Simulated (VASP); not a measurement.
Set up this calculation in VASP 6.6.1, as the native input.

```yaml
Task: single point
Functional: PBE
Potentials_or_basis: VASP PAW PBE potentials, release 64 (Ga_d, As)
Cutoff: 520 eV
k_mesh: 15 × 15 × 8
Occupations: gaussian, width 0.1 eV
Spin: no spin polarisation
Dipole_correction: no
Further_INCAR_settings: ALGO = Fast; EDIFF = 1e-07; NBANDS = 26
```

The structure of GaAs lies in POSCAR:

```
GaAs
1.0
    3.7726456367      0.0000000000      0.0000000000
   -1.8863228184      3.2672069609      0.0000000000
    0.0000000000      0.0000000000      6.4284259285
Ga As
2 2
Direct
    0.0000000000      0.0000000000      0.0000000000
    0.0000000000      0.0000000000      0.5000000000
    0.3333333333      0.6666666667      0.7500000000
    0.6666666667      0.3333333333      0.2500000000
```

The cell was built by a generator and needn't be a form met in nature.

These files were run (other wordings do the same):

INCAR

```
SYSTEM = GaAs
ALGO = Fast
EDIFF = 1E-7
ENCUT = 520
GGA = PE
ISIF = 2
ISMEAR = 0
LASPH = .TRUE.
LCHARG = .FALSE.
LREAL = .FALSE.
LWAVE = .FALSE.
NBANDS = 26
NELM = 100
PREC = Accurate
SIGMA = 0.1
```

KPOINTS

```
k-points
0
G
  15 15 8
  0 0 0
```

Potentials or basis: VASP PAW PBE potentials, release 64 (Ga_d, As).

Launch:

```console
$ cat potpaw_PBE.64/Ga_d/POTCAR potpaw_PBE.64/As/POTCAR > POTCAR
$ mpirun -np 1 vasp_std > vasp.out
```

It gave:

```json
{
 "Pressure": "0.2 GPa",
 "Band gap on the k mesh": "none (metal or under the smearing width)"
}
```

Wall time 4.1 min on 1 thread of Intel(R) Xeon(R) Platinum 8488C (Sapphire Rapids), on a shared host, peak memory 0.36 GiB.
